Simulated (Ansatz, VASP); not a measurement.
## Be in VASP and in Ansatz

The input INCAR:

```
SYSTEM = Be
PREC = Accurate
ENCUT = 520
EDIFF = 1E-6
ISMEAR = -1
SIGMA = 0.05
LREAL = .FALSE.
LASPH = .TRUE.
NELM = 100
ALGO = Normal
ISIF = 2
LWAVE = .FALSE.
LCHARG = .FALSE.
GGA = PE
NBANDS = 7
```

Contents of KPOINTS:

```
regular mesh
0
G
  20 20 20
  0 0 0
```

File POSCAR:

```
Be
1.0
   -1.2409627004      1.2409627004      1.2689888070
    1.2409627004     -1.2409627004      1.2689888070
    1.2409627004      1.2409627004     -1.2689888070
Be
1
Direct
    0.0000000000      0.0000000000      0.0000000000
```

Input for Ansatz:

```yaml
crystal:
  lattice:
    - [-1.2409627004, 1.2409627004, 1.268988807]
    - [1.2409627004, -1.2409627004, 1.268988807]
    - [1.2409627004, 1.2409627004, -1.268988807]
  atoms:
    - { symbol: Be, position: [0.0, 0.0, 0.0] }
kpoints:
  mp_grid: { grid: [20, 20, 20] }
scf:
  occupations: { method: fermi_dirac, width: 0.05 }
hamiltonian:
  xc: pbe
  pseudopotentials: { kind: all_electron, lapw: { basis_error: 0.001 } }
output:
  forces: true
  stress: true
  eigenvalues: true
```

Change from the starting cell: z stretched by +1.5 % at fixed volume.

Alike in both runs: task single point; functional PBE; k mesh 20 × 20 × 20; occupations fermi-dirac, width 0.05 eV; no spin polarisation.

|  | VASP | Ansatz |
| --- | --- | --- |
| version | VASP 6.6.1 | Ansatz 0.2.0 |
| potentials or method | VASP PAW PBE potentials, release 64 (Be) | all-electron LAPW, scalar-relativistic |
| plane-wave cutoff (eV) | 520 | see its input |

|  | VASP | Ansatz | Ansatz less VASP |
| --- | --- | --- | --- |
| pressure (GPa) | 0.2 | 0.0 | -0.18 |
| largest component of the traceless stress (GPa) | 1.86 | 1.87 | +0.002 |

Ansatz ran all-electron here, so the differences hold the error of VASP's frozen core and of both bases.
